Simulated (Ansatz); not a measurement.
Relaxing Ga

Method: DFT PBEsol, scalar-relativistic, plane waves, PAW in Ansatz 0.2.0. Cutoff 420 eV, Γ-centred k mesh, Gaussian smearing, no spin polarisation in the final step.

Ga was placed on the trigonal selenium structure type (P3_121, No. 152), at a guessed volume.

```yaml
crystal:
  lattice:
    - [3.90884, 0.00000, 0.00000]
    - [-1.95442, 3.38516, 0.00000]
    - [0.00000, 0.00000, 4.43471]
  atoms:
    - { symbol: Ga, position: [0.22540, 0.00000, 0.33333] }
    - { symbol: Ga, position: [0.00000, 0.22540, 0.66667] }
    - { symbol: Ga, position: [0.77460, 0.77460, 0.00000] }
```

Cell and atoms relax at zero pressure; the relaxation can't lower the symmetry of the start. After a coarse first stage the cell is made exact in the group found at 0.06 Å.

Energies count from the standard state of Ga at the same level.

**Question.** What does it relax into?

**Answer.** It ends in R-3m (No. 166). Conventional cell: a = 4.117 Å, c = 3.816 Å. Around Ga lie 6 Ga at 2.70 Å.

```cif
data_structure
_symmetry_space_group_name_H-M 'R-3m:H'
_symmetry_Int_Tables_number 166
_cell_length_a 4.1170
_cell_length_b 4.1170
_cell_length_c 3.8159
_cell_angle_alpha 90.000
_cell_angle_beta 90.000
_cell_angle_gamma 120.000
_cell_volume 56.01
loop_
_atom_site_label
_atom_site_type_symbol
_atom_site_symmetry_multiplicity
_atom_site_Wyckoff_symbol
_atom_site_fract_x
_atom_site_fract_y
_atom_site_fract_z
_atom_site_occupancy
Ga1 Ga 3 b 0.00000 0.00000 0.50000 1
```

**Question.** What are its volume, energy, density and gap?

**Answer.** The volume per atom is 18.67 Å³, the density is 6.20 g/cm³ and the energy over the standard structure is 0.06 eV/atom. The gap on the 21×21×21 mesh is 0 eV (a metal).

The final run used a 21×21×21 mesh on its 1-atom cell and 0.10 eV smearing. The k mesh leaves about 4 meV/atom of noise in metals. A structure relaxed within its symmetry needn't be a true minimum.